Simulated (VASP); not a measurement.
CO2: relaxation of shape and atoms at fixed volume with r2SCAN

The system is CO2.

```
C O
1.0
    -1.99615    1.99615    3.02780
     1.99615   -1.99615    3.02780
     1.99615    1.99615   -3.02780
C O
2 4
Cartesian
  0.0000 3.9923 0.0000
  0.0000 1.9961 1.5139
  0.6708 0.9981 0.7569
  -0.9981 1.3254 2.2708
  1.3254 0.9981 3.7847
  2.9942 0.6708 -0.7569
```

The cell isn't the ideal one: a relaxed cell with its volume scaled by 1.06.

```yaml
Program: VASP 6.6.1
Task: relaxation of shape and atoms at fixed volume
Functional: r2SCAN
Potentials_or_basis: VASP PAW PBE potentials, release 64 (C, O)
Cutoff: 600 eV
k_mesh: 12 × 12 × 12
Occupations: gaussian, width 0.03 eV
Spin: no spin polarisation
Further_INCAR_settings: ALGO = Normal; EDIFF = 1e-07; IBRION = 2; EDIFFG = -0.01; NSW = 40; ISIF = 4
```

- Energy gained by relaxing: 9.9 meV/atom
- Ionic steps: 5
- Pressure after relaxing: -8.1 GPa
- Largest force after relaxing: 0.005 eV/Å
- Band gap on the k mesh: 8.36 eV, indirect (least direct gap 8.82 eV)

Forces on the atoms (eV/Å):
```
C    0.000  0.000  0.000
C    0.000  0.000  0.000
O    0.005  0.000  0.000
O    0.000 -0.005  0.000
O   -0.005  0.000  0.000
O    0.000  0.005  0.000
```

The path:
| step | energy change (eV) | largest force (eV/Å) | pressure (GPa) |
| --- | --- | --- | --- |
| 1 | 0.0000 | 0.7826 | -14.66 |
| 2 | -0.0529 | 0.0708 | -8.14 |
| 3 | -0.0535 | 0.0123 | -8.80 |
| 4 | -0.0569 | 0.0065 | -8.54 |
| 5 | -0.0595 | 0.0050 | -8.06 |

Final structure:
```xyz
6
Lattice="-2.0076 2.0076 2.9934 2.0076 -2.0076 2.9934 2.0076 2.0076 -2.9934" Properties=species:S:1:pos:R:3 pbc="T T T"
C     0.0000    0.0000    0.0000
C     0.0000    2.0076    1.4967
O     0.6349    1.0038    0.7484
O    -1.0038    1.3727    2.2451
O     1.3727    1.0038    3.7418
O     3.0114    0.6349   -0.7484
```

Levels at points of the mesh, in eV from the valence-band top:
| k point | band 12 | band 13 | band 14 | band 15 | band 16 | band 17 | band 18 | band 19 | band 20 |
| --- | --- | --- | --- | --- | --- | --- | --- | --- | --- |
| (0.00, 0.00, 0.00) | -1.10 | -1.10 | -0.90 | -0.90 | -0.47 | 8.36 | 9.57 | 9.90 | 9.90 |
| (0.50, 0.00, 0.00) | -2.21 | -1.71 | -1.36 | -0.43 | 0.00 | 8.88 | 9.96 | 10.25 | 11.08 |
| (0.50, 0.50, 0.00) | -2.71 | -0.73 | -0.73 | -0.48 | -0.48 | 9.43 | 9.43 | 10.63 | 10.63 |
| (0.50, 0.50, 0.50) | -3.12 | -2.86 | -2.86 | -0.02 | -0.02 | 9.75 | 9.75 | 11.19 | 11.19 |

Run time: 14 min on 2 MPI ranks on Intel(R) Xeon(R) 6975P-C (Granite Rapids) (shared host), peak memory 0.31 GiB a rank.

Caveat: the PAW data sets were made with another functional, which shifts forces and pressure a little. A k mesh can miss the band edges.
